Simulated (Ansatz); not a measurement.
The cell comes from COD entry 1539256, which wasn't checked; take it as a given geometry.

An input for TaN and the output that it gave: DFT, PBE, all-electron LAPW, scalar-relativistic (Ansatz 0.2.0).

Command: `ansatz run input.yaml --threads 2 --pin off --max-ram 6144MiB --backend cpu --events-out ev --progress --plain --runs-dir out` The run took 2.9 min on 2 threads of Arm Neoverse V2, with other jobs on the host, peak memory 0.87 GiB.

```yaml
crystal:
  lattice:
    - [5.1849992558, 0.0, 0.0]
    - [-2.5924996279, 4.4903410741, 0.0]
    - [0.0, 0.0, 2.908]
  atoms:
    - { symbol: Ta, position: [0.0, 0.0, 0.0] }
    - { symbol: Ta, position: [0.3333333333, 0.6666666667, 0.5] }
    - { symbol: Ta, position: [0.6666666667, 0.3333333333, 0.5] }
    - { symbol: "N", position: [0.5, 0.0, 0.0] }
    - { symbol: "N", position: [0.5, 0.5, 0.0] }
    - { symbol: "N", position: [0.0, 0.5, 0.0] }
kpoints:
  mp_grid: { grid: [5, 5, 8] }
  band_path:
    path:
      - [0.0, 0.0, 0.0]
      - [0.5, 0.0, 0.0]
      - [0.3333333333, 0.3333333333, 0.0]
      - [0.0, 0.0, 0.0]
      - [0.0, 0.0, 0.5]
      - [0.5, 0.0, 0.5]
      - [0.3333333333, 0.3333333333, 0.5]
      - [0.0, 0.0, 0.5]
      - [0.5, 0.0, 0.5]
    npoints: 14
scf:
  occupations: { method: fermi_dirac, width: 0.03 }
hamiltonian:
  xc: pbe
  pseudopotentials: { kind: all_electron, lapw: { basis_error: 0.0005 } }
output:
  forces: true
  stress: true
  eigenvalues: true
  fatbands: true
  populations: true
  dos: { projected: true, de: 0.2, e_range: [-14, 8] }
```

Output:

```
Ta: projections on atomic orbitals take those of the free atom 1s2 2s2 2p6 3s2 3p6 3d10 4s2 4p6 4d10 4f14 5s2 5p6 5d3 6s2, of charge +0.00 (hamiltonian.pseudopotentials.projection_atoms)
N: projections on atomic orbitals take those of the free atom 1s2 2s2 2p3, of charge +0.00 (hamiltonian.pseudopotentials.projection_atoms)
LAPW: plane waves up to 10.711 Å⁻¹, error target 5.0e-4 eV per atom; small_component_spin mean_spin; N in spheres of 0.877 Å, 7 of its electrons in bands, Dirac shells []; Ta in spheres of 1.209 Å, 45 of its electrons in bands, Dirac shells []
Engine: ansatz 0.2.0
Pseudopotentials: kind: all_electron
Pseudopotential: Ta, LAPW, valence charge 45, Koelling and Harmon's equation, gaussian nucleus
Pseudopotential: N, LAPW, valence charge 7, Koelling and Harmon's equation, gaussian nucleus
Functional definition: PBE
  parameter kappa = 0.804
  parameter beta = 0.06672455060314922
  exchange = pbe_x(kappa = kappa, mu = beta*pi^2/3)
  correlation = pbe_c(beta = beta)
Crystal: 6 atoms, lattice volume = 67.705 Å³
Basis set: ecut = 437.08389107458004 eV, 1407 PW (Γ), exchange–correlation at level 2
Bands: 94, of which v1, the nominal top of the filled ones, is band 78 counted from 1 (77 counted from 0)
Symmetry: 24 space group operations
Space group: P6/mmm (ITA 191), of the structure as read, at distance tolerance 4.1e-5 Å
k-points: 25 of 200
Non-local potential: Ta, projectors of the file, none
Non-local potential: N, projectors of the file, none
Initial density: superposition of atomic densities (chi_scale 0.1, normalization cell, long waves kept (reshape's long-wave potential 0.03 eV rms))
Initial wavefunctions: plane waves of lowest kinetic energy (no species holds an atomic orbital)
Functional: x = pbe(κ = 0.804, μ = 0.2195149727645171), c = pbe(β = 0.06672455060314922)
iter 1 solved again at ethr=1.18e-2 eV; its pass at ethr=1.00e-1 eV (dr2=1.84e1 eV) is discarded
SCF iter   1: F=—  HF=-1278188.712635 eV  |F-HF|=—  |Δ(HF+E_count)|=         —  Δρ=1.47e-1  dr2=1.84e1  ethr=1.18e-2  ⟨swp⟩=2.0  Hψ=14436  notcnv=0
preconditioner: auto → Resta (q_TF=auto, 3.136 Å⁻¹)  ε∞=4.4  [insulator: Δε(μ)=0.169 eV  Ē_g=23.348 eV  σ=0.030 eV  W_gap=0.63  n_scr=32 (ndim 8)  ℏωp=42.8 eV  f_vac=0.000  D(μ)=1.04/eV (n_scr^D=6)  ε∞_Penn≈4.4]
iter 2 solved again at ethr=3.71e-4 eV; its pass at ethr=1.18e-2 eV (dr2=5.79e-1 eV) is discarded
SCF iter   2: F=—  HF=-1278182.390087 eV  |F-HF|=—  |Δ(HF+E_count)|=    6.32e0  Δρ=3.16e-2  dr2=5.79e-1  ethr=3.71e-4  ⟨swp⟩=2.0  Hψ=11847  notcnv=0
preconditioner: auto → Kerker (q_TF=auto, 3.136 Å⁻¹)  [metal: Δε(μ)=0.053 eV  Ē_g=24.281 eV  σ=0.030 eV  W_gap=0.41  n_scr=32 (ndim 8)  ℏωp=42.8 eV  f_vac=0.000  D(μ)=1.94/eV (n_scr^D=8)]
SCF iter   3: F=—  HF=-1278182.095452 eV  |F-HF|=—  |Δ(HF+E_count)|=   2.95e-1  Δρ=3.22e-2  dr2=8.48e-1  ethr=3.71e-4  ⟨swp⟩=3.0  Hψ=7567  notcnv=0
SCF iter   4: F=—  HF=-1278182.037438 eV  |F-HF|=—  |Δ(HF+E_count)|=         —  Δρ=1.06e-2  dr2=9.38e-2  ethr=3.71e-4  ⟨swp⟩=2.0  Hψ=7126  notcnv=0
the basis was enlarged: its passes take 2.5 MiB over the memory plan, 2 of 2 planned eigensolver slots
SCF iter   5: F=—  HF=-1278181.954647 eV  |F-HF|=—  |Δ(HF+E_count)|=   8.28e-2  Δρ=4.03e-3  dr2=1.01e-2  ethr=6.01e-5  ⟨swp⟩=2.0  Hψ=7409  notcnv=0
SCF iter   6: F=—  HF=-1278181.957136 eV  |F-HF|=—  |Δ(HF+E_count)|=   2.49e-3  Δρ=1.70e-3  dr2=2.38e-3  ethr=6.50e-6  ⟨swp⟩=2.0  Hψ=7040  notcnv=0
SCF iter   7: F=—  HF=-1278181.955777 eV  |F-HF|=—  |Δ(HF+E_count)|=   1.36e-3  Δρ=1.04e-3  dr2=1.02e-3  ethr=1.53e-6  ⟨swp⟩=2.0  Hψ=7029  notcnv=0
SCF iter   8: F=—  HF=-1278181.955529 eV  |F-HF|=—  |Δ(HF+E_count)|=   2.48e-4  Δρ=6.21e-4  dr2=3.48e-4  ethr=6.57e-7  ⟨swp⟩=2.0  Hψ=7029  notcnv=0
SCF iter   9: F=—  HF=-1278181.955478 eV  |F-HF|=—  |Δ(HF+E_count)|=   5.06e-5  Δρ=4.66e-4  dr2=2.05e-4  ethr=2.23e-7  ⟨swp⟩=2.1  Hψ=7031  notcnv=0
SCF iter  10: F=—  HF=-1278181.955428 eV  |F-HF|=—  |Δ(HF+E_count)|=   5.06e-5  Δρ=8.72e-5  dr2=8.12e-6  ethr=1.32e-7  ⟨swp⟩=2.0  Hψ=7031  notcnv=0
SCF iter  11: F=—  HF=-1278181.955427 eV  |F-HF|=—  |Δ(HF+E_count)|=   3.95e-7  Δρ=3.39e-5  dr2=1.10e-6  ethr=5.20e-9  ⟨swp⟩=2.0  Hψ=7029  notcnv=0
SCF iter  12: F=—  HF=-1278181.955427 eV  |F-HF|=—  |Δ(HF+E_count)|=   1.68e-7  Δρ=1.61e-5  dr2=2.12e-7  ethr=7.08e-10  ⟨swp⟩=2.8  Hψ=7071  notcnv=0
SCF iter  13: F=-1278181.955427 eV  HF=-1278181.955427 eV  |F-HF|=2.03e-8  |Δ(HF+E_count)|=   8.43e-8  Δρ=4.16e-6  dr2=1.47e-8  ethr=1.36e-10  ⟨swp⟩=2.0  Hψ=7029  notcnv=0
SCF 1 converged in 13 iterations: F = -1278181.955427 eV  dr2 = 1.47e-8
NSCF: frozen V_eff on 113 k-points
SCF converged after 13 iterations
Free energy (F): -1278181.955427 eV
Harris-Foulkes:  -1278181.955427 eV  (|F-HF|=2.03e-8)
Internal energy: -1278181.952820 eV  (E = F + TS)
E sigma→0 (E₀):  -1278181.954124 eV
Entropy (-TS):   -0.002607 eV (-0.435 meV/atom)
Fermi energy:    24.665629 eV
--- Per-component energies (eV) ---
  E_band       = -17461.648769
  E_kinetic    = 1426279.464291
  E_xc         = -26437.369272
  E_electrostatic = -2678024.047838  (all electrons and nuclei)
  E_smearing   = -0.002607  (= −TS)
  E_closure    = 0.000000  (closes the sum)
  E_atoms      = -1278123.336214  (free atoms, spherical and without spin; not in F)
  Σ components = -1278181.955427   (vs F -1278181.955427, Δ=0.00e0)
  Basis errors (estimates in eV, not in F): energy 2.0e-4 per atom: plane waves 1.8e-4 (1.0e-4 summed), levels above the bands 1.2e-151, relativity 1.4e-8, radial functions 1.9e-5, core shells 3.2e-11; eigenvalues (radial functions only) 1.5e-6; not estimated: angular momenta, meshes, grids; target (lapw.basis_error) 5.0e-4; muffin-tin radii N 0.877 Å, Ta 1.209 Å
--- Forces (eV/Å), atoms counted from 1 ---
  atom   1  Ta     0.00000000     0.00000000     0.00000000
  atom   2  Ta     0.00000000    -0.00000000    -0.00000000
  atom   3  Ta     0.00000000     0.00000000     0.00000000
  atom   4  N      0.00000000    -0.00000000    -0.00000000
  atom   5  N      0.00000000    -0.00000000    -0.00000000
  atom   6  N      0.00000000     0.00000000     0.00000000
  max |Σ_I F_I| component: 9.25e-18 eV/Å
--- Stress (GPa, compression-positive) ---
       10.079902      -0.000000      -0.000000
        0.000000      10.079902       0.000000
       -0.000000       0.000000      11.038851
  P = ⅓ Tr σ = 10.3996 GPa (103.996 kbar)
--- Band table (eV; the first three rows and the last of 25) ---
  k-point 0: bands = ["-511.3153", "-511.3153", "-511.1191", "-371.8546", "-371.8546", "-371.8546", "-371.8546", "-371.8019", "-371.8019", "-371.6703", "-371.6703", "-371.5768", "-352.8685", "-352.8685", "-352.8685", "-193.4212", "-193.4212", "-193.4212", "-193.4212", "-193.3862", "-193.3862", "-193.3862", "-193.3862", "-193.3615", "-193.3615", "-193.2449", "-193.2449", "-193.1631", "-193.1631", "-193.1430", "-44.5896", "-44.5414", "-44.1954", "-11.5126", "-11.5126", "-11.1136", "-11.1136", "-10.9034", "-10.7647", "-10.7627", "-10.7627", "-10.0067", "3.6263", "3.6570", "3.6694", "3.6694", "3.6860", "3.6860", "3.6914", "3.6916", "3.6977", "3.6977", "3.7042", "3.7042", "3.7455", "3.7662", "3.8452", "3.8456", "3.9501", "3.9501", "3.9864", "3.9864", "4.0376", "6.2056", "9.4629", "9.4629", "14.3738", "17.4513", "17.4513", "18.4488", "18.4488", "19.0627", "21.4559", "21.6286", "21.6286", "22.1310", "22.5793", "23.4160", "23.4160", "25.4745", "25.4745", "25.9140", "26.8332", "26.8332", "27.7705", "27.9294", "27.9294", "28.3228", "28.3228", "32.6723", "32.6723", "32.8295", "33.7827", "33.7827"]
  k-point 1: bands = ["-511.3153", "-511.3153", "-511.1191", "-371.8546", "-371.8546", "-371.8546", "-371.8546", "-371.8019", "-371.8019", "-371.6703", "-371.6703", "-371.5768", "-352.8685", "-352.8685", "-352.8685", "-193.4212", "-193.4212", "-193.4212", "-193.4212", "-193.3862", "-193.3862", "-193.3862", "-193.3862", "-193.3615", "-193.3615", "-193.2449", "-193.2449", "-193.1631", "-193.1631", "-193.1430", "-44.5827", "-44.5347", "-44.1899", "-11.4895", "-11.4895", "-11.0898", "-11.0898", "-11.0497", "-10.8952", "-10.7599", "-10.7599", "-10.1056", "3.6309", "3.6577", "3.6660", "3.6660", "3.6915", "3.6915", "3.6916", "3.6917", "3.7004", "3.7004", "3.7053", "3.7053", "3.7379", "3.7582", "3.8453", "3.8458", "3.9491", "3.9491", "3.9902", "3.9902", "4.0302", "6.5510", "9.3019", "9.3019", "14.9416", "17.4566", "17.4566", "18.3391", "18.3391", "18.8902", "20.8671", "20.8671", "21.4553", "22.2070", "23.2427", "23.7549", "23.7549", "25.3584", "25.3584", "26.0844", "27.1115", "27.1115", "27.7158", "27.7158", "27.9405", "29.0805", "29.0805", "31.9252", "31.9252", "33.4505", "34.4301", "34.4301"]
  k-point 2: bands = ["-511.3153", "-511.3153", "-511.1191", "-371.8546", "-371.8546", "-371.8546", "-371.8546", "-371.8019", "-371.8019", "-371.6703", "-371.6703", "-371.5768", "-352.8685", "-352.8685", "-352.8685", "-193.4212", "-193.4212", "-193.4212", "-193.4212", "-193.3862", "-193.3862", "-193.3862", "-193.3862", "-193.3615", "-193.3615", "-193.2449", "-193.2449", "-193.1631", "-193.1631", "-193.1430", "-44.5658", "-44.5183", "-44.1766", "-11.4330", "-11.4330", "-11.3883", "-11.1997", "-11.0287", "-11.0287", "-10.7563", "-10.7563", "-10.3384", "3.6390", "3.6561", "3.6561", "3.6594", "3.6919", "3.6922", "3.6950", "3.6950", "3.7071", "3.7071", "3.7204", "3.7204", "3.7204", "3.7407", "3.8453", "3.8462", "3.9466", "3.9466", "3.9993", "3.9993", "4.0136", "7.4425", "8.9171", "8.9171", "16.4278", "17.2628", "17.2628", "17.7441", "18.1904", "18.1904", "20.1127", "20.1127", "22.3985", "22.6244", "23.8896", "23.8896", "24.4952", "24.4952", "24.9528", "26.5505", "27.6880", "27.6880", "28.1419", "28.1419", "28.3870", "30.4271", "30.4271", "30.5994", "30.5994", "34.2179", "35.5397", "35.5397"]
  k-point 24: bands = ["-511.3153", "-511.3153", "-511.1191", "-371.8546", "-371.8546", "-371.8546", "-371.8546", "-371.8019", "-371.8019", "-371.6703", "-371.6703", "-371.5768", "-352.8685", "-352.8685", "-352.8685", "-193.4212", "-193.4212", "-193.4212", "-193.4212", "-193.3862", "-193.3862", "-193.3862", "-193.3862", "-193.3615", "-193.3615", "-193.2449", "-193.2449", "-193.1631", "-193.1631", "-193.1430", "-44.5234", "-44.5138", "-44.1577", "-11.7631", "-11.7054", "-11.4006", "-11.2031", "-11.0848", "-10.8869", "-10.7624", "-10.7505", "-10.6348", "3.6336", "3.6542", "3.6652", "3.6667", "3.6735", "3.6746", "3.6798", "3.6944", "3.7121", "3.7147", "3.7315", "3.7372", "3.7403", "3.7451", "3.8449", "3.8468", "3.9429", "3.9430", "3.9926", "4.0119", "4.0120", "8.3173", "8.6764", "8.8992", "16.4127", "17.0476", "17.3910", "17.4480", "17.9897", "18.1729", "18.8468", "20.7710", "21.1029", "21.7394", "22.7112", "22.7842", "26.4835", "26.6859", "27.6052", "27.7022", "27.7933", "28.3673", "28.5799", "28.9337", "30.7166", "30.9687", "31.2073", "31.4836", "32.5595", "33.4710", "33.7325", "34.7628"]
--- Löwdin populations: 6 sites ---
  site symbol       q [e]
     0     Ta     72.5138
     1     Ta     72.0858
     2     Ta     72.0858
     3      N      7.6782
     4      N      7.6782
     5      N      7.6782
  spilling = 0.001167 (of n_electrons = 240.000000)
```
